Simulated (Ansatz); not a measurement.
# Si (Pm-3m) in Ansatz: a series of runs, part 2 of 2

Ansatz 0.2.0.

## 3. Single point, PBEsol0

The input, input:

```
crystal:
  lattice:
    - [2.53211, 0.0, 0.0]
    - [0.0, 2.53211, 0.0]
    - [0.0, 0.0, 2.53211]
  atoms:
    - { symbol: Si, position: [0.5, 0.5, 0.5] }
hamiltonian:
  xc: { exchange: pbesol, correlation: pbesol, exx: { coeff: 0.25 } }
  pseudopotentials: { kind: paw }
kpoints:
  mp_grid: { grid: [5, 5, 5] }
scf:
  occupations: { method: fermi_dirac, width: 0.05 }
output:
  forces: true
  stress: true
  eigenvalues: true
```

Potentials or basis: Ansatz PAW.

Log:

```text
Warning: output.stress: scf.convergence.dr2_threshold = 1e-7 eV (the SCF's general default) is looser than the 1e-10 eV advised for a printed stress (1e-10 eV for each atom of the cell: 1). What an SCF threshold leaves in a stress goes as its square root, and in the free energy as the threshold itself, and one threshold admits the most on a small cell: of the crystals measured, under no hybrid functional and no lock of the moments, on runs that ended without the residual-converged pass, on stresses that held no estimate of that error, the worst erred by over 100 MPa in a component at 1e-7 eV an atom and by under 5 at 1e-10. Set scf.convergence.dr2_threshold to 1e-10 eV or tighter. The threshold is an SCF's pass mark: one that does not reach it within its budget of iterations ends unconverged, or closes short of it on a stop that the run arms, and scf.convergence.dr2_threshold's page says what that costs each kind of run
Warning: output.stress: scf.exx.energy_threshold = 1e-6 eV is looser than the 1e-8 eV advised for a stress under a hybrid functional (1e-8 eV for each atom of the cell: 1). Every SCF of the exchange loop can meet its threshold on dr2 while the loop round them stops early: no threshold on dr2 bounds what that leaves in the stress. Set scf.exx.energy_threshold to 1e-8 eV or tighter. The threshold is the loop's pass mark: a loop that does not reach it within its budget of cycles ends unconverged, and scf.exx.energy_threshold's page has the law
GPUs: using 1 of 1 available (devices: 1).
Engine: ansatz 0.2.0, x86_64-unknown-linux-gnu
Pseudopotentials: kind: paw
Pseudopotential: Si, paw, valence charge 4, recommended cutoff 420 eV (normal), Si.paw.azcp
Functional definition: unnamed
  parameter a_1 = 0.25
  exchange = (1 - a_1)*pbe_x(mu = 0.12345679012345678) + a_1*exact_x
  correlation = pbe_c(beta = 0.046)
device memory: the entry about to start is reckoned to put 0.5 GiB on a device that reports 47.8 GiB free (of which the cap on the GPU budget leaves the run 18.0 GiB)
GPU FFT provider: cuFFT
GPU libraries: cuBLAS 13.8.2, cuFFT 12.4.0, cuSOLVER 12.3.4
Crystal: 1 atoms, lattice volume = 16.235 Å³
Basis set: ecut = 420 eV, 305 PW (Γ), exchange–correlation on 36×36×36 points (8 copies of the dense FFT grid, shifted against one another)
Bands: 6, of which v1, the nominal top of the filled ones, is band 2 counted from 1 (1 counted from 0)
Symmetry: 48 space group operations
Space group: Pm-3m (ITA 221), of the structure as read, at distance tolerance 2.5e-5 Å
k-points: 10 of 125
Non-local potential: Si, projectors of the file, l = 0: 2, l = 1: 2, l = 2: 2
PAW form: soft (Blöchl's): semilocal exchange-correlation on the pseudo side does not see the compensation charge
PAW frozen core: Si, regenerated for the run's functional, and the local potential with it (the file was generated under x = pbe(κ = 0.804, μ = 0.2195149727645171), c = pbe(β = 0.06672455060314922))
PAW one-centre angular grid: Si, 110 points (default); XC on 64 Gauss nodes
Initial density: superposition of atomic densities (neutral atoms: chi_scale 0, normalization atom), corrected by the library's trained network
Initial wavefunctions: pseudopotential atomic-orbital guess
GPU buffer pool allocated for 5832 grid points (all kernels)
GPU transforms: local potential and band sums: pruned to the plane-wave sphere, on 18×18×18
Functional: x = pbesol(κ = 0.804, μ = 0.12345679012345678), c = pbesol(β = 0.046), warm-up for x = 0.75 pbesol(κ = 0.804, μ = 0.12345679012345678) + 0.25 exact, c = pbesol(β = 0.046)
SCF iter   1: F=—  HF=-621.264733 eV  |F-HF|=—  |Δ(HF+E_count)|=         —  Δρ=4.30e-3  dr2=2.11e-3  ethr=1.77e-3  ⟨swp⟩=6.4  Hψ=290  notcnv=0
[... 32 lines left out ...]
Frozen-core exchange: fock
SCF iter   1: F=—  HF=-625.886158 eV  |F-HF|=—  |Δ(HF+E_count)|=         —  Δρ=8.84e-6  dr2=5.08e-9  ethr=8.38e-8  ⟨swp⟩=4.9  Hψ=215  notcnv=0
preconditioner: auto → none  [insulator: Δε(μ)=1.381 eV  Ē_g=15.715 eV  σ=0.050 eV  W_gap=0.96  n_scr=0 (ndim 8)  ℏωp=18.4 eV  f_vac=0.000  D(μ)=0.31/eV (n_scr^D=0)]
SCF iter   2: F=-625.886158 eV  HF=-625.886158 eV  |F-HF|=3.94e-10  |Δ(HF+E_count)|=   5.49e-9  Δρ=4.95e-6  dr2=1.54e-9  ethr=1.09e-10  ⟨swp⟩=3.7  Hψ=109  notcnv=0
SCF 3 converged in 2 iterations: F = -625.886158 eV  dr2 = 1.54e-9
  Residual-converged pass: ⟨swp⟩=2.8  Hψ=86  notcnv=0  max |occ|·‖R‖ = 1.4e-6 eV (tolerance 2.4e-6 eV)  dr2=1.55e-9  dr2_onsite=4.66e-11  max |Δocc| = 9.0e-21
hybrid outer 2: dexx = +7.520e-9 eV, tail = 3.30e-9 eV, Δε = 2.56e-4 eV (about 2.28e-5 eV left of the loop's levels)
hybrid SCF converged: 2 outer / 6 inner (+4 warm-up), last move |dexx| = 7.52e-9 eV, tail = 3.30e-9 eV
Stability not checked: this state was not tested for a lower state beside it, because the functional holds exact exchange (a hybrid, or Hartree-Fock), whose exchange loop this test does not read (fock_operator; see scf.lower_state_search)
Free energy (F): -625.886158 eV
Frozen-core exchange: fock
Harris-Foulkes:  -625.886158 eV  (|F-HF|=3.94e-10)
Internal energy: -625.882832 eV  (E = F + TS)
E sigma→0 (E₀):  -625.884495 eV
Entropy (-TS):   -0.003326 eV (-3.326 meV/atom)
Fermi energy:    8.046728 eV
--- Per-component energies (eV) ---
  E_band       = 9.112302
  E_kinetic    = 39.987297
  E_local      = -5.948188  (includes V_loc(G=0)·N_el)
  E_nonlocal   = 25.577127
  E_hartree    = 1.712232
  E_xc         = -42.994395
  E_vxc        = -37.128113  (∫ρ·V_xc dr)
  E_exx        = -6.945208  (= α·E_x^exact, valence–valence)
  E_paw        = -508.155351  (= ΣΔE_a)
  E_vpaw       = -2.909868  (= ΣTr[D̂ρ^β])
  E_aug_tail   = 0.000007  (compensation charges beyond the density's cutoff)
  E_ewald      = -129.081526
  E_core_change = -0.034827  (= ΣΔE_core)
  E_smearing   = -0.003326  (= −TS)
  E_closure    = 0.000000  (closes the sum)
  Σ components = -625.886158   (vs F -625.886158, Δ=0.00e0)
--- Forces (eV/Å), atoms counted from 1 ---
  atom   1  Si     0.00000000    -0.00000000     0.00000000
  max |Σ_I F_I| component: 1.71e-30 eV/Å
--- Stress (GPa, compression-positive) ---
       -0.152257       0.000000       0.000000
        0.000000      -0.152257       0.000000
        0.000000       0.000000      -0.152257
  P = ⅓ Tr σ = -0.1523 GPa (-1.523 kbar)
--- Band table (eV; the first three rows and the last of 10) ---
  k-point 0: bands = ["-6.7320", "17.3384", "17.3384", "17.6287", "17.6287", "17.6287"]
  k-point 1: bands = ["-5.7449", "9.9990", "18.0670", "18.3942", "18.3942", "22.8111"]
  k-point 2: bands = ["-2.9210", "2.6789", "19.7187", "20.4683", "20.4683", "25.7987"]
  k-point 9: bands = ["4.8027", "9.2707", "9.2707", "13.2633", "16.3234", "16.3234"]
```

It took 31 s on 1 × NVIDIA H100 80GB HBM3 with 2 threads of AMD EPYC 7R13 (Zen 3), shared host; peak memory 1.2 GiB.

What came out:

```yaml
Free_energy: -625.8862 eV
Pressure: -0.2 GPa
Band_gap_on_the_k_mesh: none (metal or under the smearing width)
```

Caveat: the k mesh is coarse (spacing up to 0.50 Å⁻¹), so the values aren't converged, least of all with exact exchange; the PAW data sets come from PBE, with cores solved anew for the run's functional, which leaves a small shift of forces and pressure; the thresholds are loose for stress.

## 4. Relaxation of cell and atoms, PBEsol0

input: that of step 3 with these lines changed.

```diff
@@ -18 +18,9 @@
   eigenvalues: true
+  write_density: true
+  write_potential: true
+  elf: true
+  volumetric_format: npy
+relax:
+  f_tol: 0.01
+  max_steps: 40
+  cell: { stress_tol: 0.05 }
```

Potentials or basis: Ansatz PAW.

Log:

```text
GPUs: using 1 of 1 available (devices: 1).
[... 7 set-up lines as earlier in the session ...]
device memory: the entry about to start is reckoned to put 0.5 GiB on a device that reports 53.8 GiB free (of which the cap on the GPU budget leaves the run 18.0 GiB)
GPU FFT provider: cuFFT
GPU libraries: cuBLAS 13.8.2, cuFFT 12.4.0, cuSOLVER 12.3.4
Crystal: 1 atoms, lattice volume = 16.235 Å³
Basis set: ecut = 420 eV, 305 PW (Γ), exchange–correlation on 36×36×36 points (8 copies of the dense FFT grid, shifted against one another)
Bands: 6, of which v1, the nominal top of the filled ones, is band 2 counted from 1 (1 counted from 0)
[... 2 set-up lines as earlier in the session ...]
k-points: 10 of 125
[... 2 set-up lines as earlier in the session ...]
[... 140 lines left out ...]
  E_ewald      = -129.132716
  E_core_change = -0.034827  (= ΣΔE_core)
  E_smearing   = -0.003326  (= −TS)
  E_closure    = -0.000000  (closes the sum)
  Σ components = -625.886171   (vs F -625.886171, Δ=0.00e0)
--- Forces (eV/Å), atoms counted from 1 ---
  atom   1  Si    -0.00000000    -0.00000000    -0.00000000
  max |Σ_I F_I| component: 9.86e-32 eV/Å
--- Stress (GPa, compression-positive) ---
       -0.025378       0.000000       0.000000
        0.000000      -0.025378       0.000000
        0.000000       0.000000      -0.025378
  P = ⅓ Tr σ = -0.0254 GPa (-0.254 kbar)
--- Band table (eV; the first three rows and the last of 10) ---
  k-point 0: bands = ["-6.7279", "17.3543", "17.3543", "17.6521", "17.6521", "17.6521"]
  k-point 1: bands = ["-5.7399", "10.0138", "18.0836", "18.4183", "18.4183", "22.8354"]
  k-point 2: bands = ["-2.9132", "2.6883", "19.7368", "20.4953", "20.4953", "25.8228"]
  k-point 9: bands = ["4.8168", "9.2859", "9.2859", "13.2853", "16.3387", "16.3387"]
--- Relaxed structure (2 steps of the walk, 2 accepted, 1 SCFs on fresh bases) ---
  F+E_penalty+E_count = -625.88617119 eV   max|allowed force component| = 0.000e0 eV/Å   (the final SCF, on the basis selected at the relaxed cell)
  cell:  # Å, volume = 16.2155 Å³
    - [2.5311062263050657, 2.567906592516314e-34, 0.0]
    - [2.567906592516314e-34, 2.5311062263050657, 0.0]
    - [0.0, 0.0, 2.5311062263050657]
  atoms:
    - { symbol: Si, position: [0.5, 0.5, 0.5] }
```

It took 66 s on 1 × NVIDIA H100 80GB HBM3 with 2 threads of AMD EPYC 7R13 (Zen 3), shared host; peak memory 1.2 GiB.

Results:

```yaml
Free_energy: -625.8862 eV
Relaxed_volume: 16.22 Å³/atom
Relaxed_cell: a = 2.531 Å, b = 2.531 Å, c = 2.531 Å, α = 90.00°, β = 90.00°, γ = 90.00°
Space_group_after_relaxing_to_0.05_Å: Pm-3m (No. 221)
Energy_gained_by_relaxing: 0.0 meV/atom
Ionic_steps: 3
Pressure_after_relaxing: 0.0 GPa
Band_gap_on_the_k_mesh: none (metal or under the smearing width)
```

Final structure:
```
Si
1.0
     2.53111    0.00000    0.00000
     0.00000    2.53111    0.00000
     0.00000    0.00000    2.53111
Si
1
Direct
  0.50000 0.50000 0.50000
```

Levels at points of the mesh, in eV from the Fermi level:
| k point | band 1 | band 2 | band 3 | band 4 |
| --- | --- | --- | --- | --- |
| (0.00, 0.00, 0.00) | -14.79 | 9.29 | 9.29 | 9.59 |

Caveat: the k mesh is coarse (spacing up to 0.50 Å⁻¹), so the values aren't converged, least of all with exact exchange; the plane-wave basis is chosen anew once the cell has moved, so the energies of steps on either side of that aren't comparable; the PAW data sets come from PBE, with cores solved anew for the run's functional, which leaves a small shift of forces and pressure.

## 5. Single point, B3LYP

The input, input:

```
crystal:
  lattice:
    - [2.53211, 0.0, 0.0]
    - [0.0, 2.53211, 0.0]
    - [0.0, 0.0, 2.53211]
  atoms:
    - { symbol: Si, position: [0.5, 0.5, 0.5] }
hamiltonian:
  xc: b3lyp
  pseudopotentials: { kind: paw }
kpoints:
  mp_grid: { grid: [5, 5, 5] }
scf:
  occupations: { method: fermi_dirac, width: 0.05 }
output:
  forces: true
  stress: true
  eigenvalues: true
```

Wall time 30 s (1 × NVIDIA H100 80GB HBM3 with 2 threads of AMD EPYC 7R13 (Zen 3), shared host); peak memory 1.2 GiB.

The run converged. Its results:

```
Free energy            : -639.2534 eV
Pressure               : 6.9 GPa
Band gap on the k mesh : none (metal or under the smearing width)
```

Levels at points of the mesh, in eV from the Fermi level:
```csv
k point,band 1,band 2,band 3,band 4
"(0.00, 0.00, 0.00)",-14.34,8.99,8.99,9.23
```

Caveat: the k mesh is coarse (spacing up to 0.50 Å⁻¹), so the values aren't converged, least of all with exact exchange; the PAW data sets come from PBE, with cores solved anew for the run's functional, which leaves a small shift of forces and pressure; the thresholds are loose for stress.

## 6. Relaxation of cell and atoms, B3LYP

input: that of step 5 with these lines changed.

```diff
@@ -18 +18,5 @@
   eigenvalues: true
+relax:
+  f_tol: 0.01
+  max_steps: 40
+  cell: { stress_tol: 0.05 }
```

Potentials or basis: Ansatz PAW.

Run time: 87 s. Hardware: 1 × NVIDIA H100 80GB HBM3 with 2 threads of AMD EPYC 7R13 (Zen 3), shared host; peak memory 1.3 GiB.

The run converged. Its results:

- Free energy: -639.2773 eV
- Relaxed volume: 17.42 Å³/atom
- Relaxed cell: a = 2.592 Å, b = 2.592 Å, c = 2.592 Å, α = 90.00°, β = 90.00°, γ = 90.00°
- Space group after relaxing (to 0.05 Å): Pm-3m (No. 221)
- Energy gained by relaxing: 23.9 meV/atom
- Ionic steps: 5
- Pressure after relaxing: 0.0 GPa
- Band gap on the k mesh: none (metal or under the smearing width)

Step by step:
```
step  energy change (eV)  largest force (eV/Å)  volume (Å³)
   1              0.0000                0.0000        16.23
   2             -0.0223                0.0000        17.12
   3             -0.0236                0.0000        17.38
   4             -0.0236                0.0000        17.42
   5             -0.0239                0.0000        17.42
```

Final structure:
```cif
data_structure
_symmetry_space_group_name_H-M 'P 1'
_symmetry_Int_Tables_number 1
_cell_length_a 2.5921
_cell_length_b 2.5921
_cell_length_c 2.5921
_cell_angle_alpha 90.000
_cell_angle_beta 90.000
_cell_angle_gamma 90.000
_cell_volume 17.42
loop_
_atom_site_label
_atom_site_type_symbol
_atom_site_fract_x
_atom_site_fract_y
_atom_site_fract_z
_atom_site_occupancy
Si1 Si 0.50000 0.50000 0.50000 1
```

Levels at points of the mesh, in eV from the Fermi level:
```tsv
k point	band 1	band 2	band 3	band 4	band 5
(0.00, 0.00, 0.00)	-13.69	8.78	8.78	8.78	8.99
```

Caveat: the k mesh is coarse (spacing up to 0.50 Å⁻¹), so the values aren't converged, least of all with exact exchange; the plane-wave basis is chosen anew once the cell has moved, so the energies of steps on either side of that aren't comparable; the PAW data sets come from PBE, with cores solved anew for the run's functional, which leaves a small shift of forces and pressure.

## 7. Overview

| task | level | cell | gap on the mesh (eV) | pressure (GPa) | relaxed volume (Å³/atom) |
| --- | --- | --- | --- | --- | --- |
| relaxation of cell and atoms | PBE0 | relaxed | none | 0.0 | 16.42 |
| single point | PBEsol0 | as given | none | -0.2 | - |
| relaxation of cell and atoms | PBEsol0 | relaxed | none | 0.0 | 16.22 |
| single point | B3LYP | as given | none | 6.9 | - |
| relaxation of cell and atoms | B3LYP | relaxed | none | 0.0 | 17.42 |

Alike in all rows: potentials or basis Ansatz PAW; no spin polarisation; k mesh 5 × 5 × 5; cutoff (eV) 420; smearing fermi-dirac 0.05 eV; the mesh is coarse, so values aren't converged.

Caveats: all runs use coarse meshes; the PAW data sets come from PBE, with cores solved anew for the run's functional, which leaves a small shift of forces and pressure; the plane-wave basis is chosen anew once the cell has moved, so the energies of steps on either side of that aren't comparable (some runs); the thresholds are loose for stress (some runs).

Total energies depend on the potentials used, so only differences within one code and one set of settings carry meaning.
